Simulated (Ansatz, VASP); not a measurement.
**One calculation of HfO2, two programs**

```xyz
12
Lattice="5.1609 0.0000 -0.0053 0.0000 5.2121 0.0000 -0.8931 0.0000 5.2769" Properties=species:S:1:pos:R:3 pbc="T T T"
Hf    0.7904    2.3823    3.7365
Hf    3.0309    4.9883    4.1735
Hf    3.4774    2.8298    1.5350
Hf    1.2369    0.2238    1.0981
O     1.4460    3.8715    5.1513
O     2.3753    1.2654    2.7587
O     2.8219    1.3406    0.1203
O     1.8925    3.9467    2.5128
O     0.0352    1.7130    1.8382
O     4.6791    4.3190    0.7949
O     4.2326    3.4992    3.4334
O    -0.4113    0.8931    4.4767
```

Alike in both runs: functional PBE; k mesh 4 × 4 × 4; occupations gaussian, width 0.02 eV; no spin polarisation.

Ansatz relaxed the structure, and its values are those at the end. VASP's run is a single point on that final structure, the one shown.

|  | VASP | Ansatz |
| --- | --- | --- |
| version | VASP 6.6.1 | Ansatz 0.2.0 |
| potentials or method | VASP PAW PBE potentials, release 64 (Hf_pv, O) | scalar-relativistic, plane waves, PAW |
| plane-wave cutoff (eV) | 520 | 420 |
| valence electrons in the cell | 88 | 152 |

VASP gave:

| Property | Result |
| --- | --- |
| gap on the k mesh at the Fermi level (eV) | 4.00 |
| least direct gap on the mesh (eV) | 4.08 |
| pressure (GPa) | -3.0 |
| rms of the force components (eV/Å) | 0.033 |

What did Ansatz give for the same quantities?

gap on the k mesh at the Fermi level (eV): 4.04; least direct gap on the mesh (eV): 4.13; pressure (GPa): 0.0; rms of the force components (eV/Å): 0.001.

With one functional, cell and mesh, what is left measures potentials, basis and numerics. The two sets of potentials don't hold the same shells in valence.

Caveats: spin-orbit coupling is left out, which moves the levels of the heavy elements. A k mesh can miss the band edges.
